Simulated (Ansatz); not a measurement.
Crystal: HgTe (Coloradoite).

```
Hg Te
1.0
     0.00000    3.21450    3.21450
     3.21450    0.00000    3.21450
     3.21450    3.21450    0.00000
Hg Te
1 1
Direct
  0.00000 0.00000 0.00000
  0.75000 0.75000 0.75000
```

* Program: Ansatz 0.2.0
* Task: single point
* Functional: PBEsol
* Potentials or basis: all-electron LAPW, scalar-relativistic
* Cutoff: 262 eV (chosen from the basis error)
* Basis error allowed: 0.001 eV/atom
* k mesh: 7 × 7 × 7
* Occupations: fermi-dirac, width 0.05 eV
* Spin: no spin polarisation

On this cell: pressure 1.8 GPa; largest force zero by symmetry; band gap on the k mesh none (metal or under the smearing width).

The same run follows on a disturbed copy (atoms moved at random, drawn with an rms of 0.05 Å):

```
CELL_PARAMETERS angstrom
0.00000 3.21450 3.21450
3.21450 0.00000 3.21450
3.21450 3.21450 0.00000
ATOMIC_POSITIONS crystal
Hg 0.99737 0.00315 0.99558
Te 0.74873 0.75226 0.74921
```

Question: What changes?

Answer: The energy (extrapolated to zero smearing) moves by +0.3 meV/atom; pressure 1.8 GPa; largest force 0.075 eV/Å; band gap on the k mesh none (metal or under the smearing width).

Forces on the atoms (eV/Å):
```
Hg   0.036  0.065  0.008
Te  -0.036 -0.065 -0.008
```

Stress tensor (GPa, compression positive):
```
1.78 0.03 0.24
0.03 1.78 0.13
0.24 0.13 1.78
```
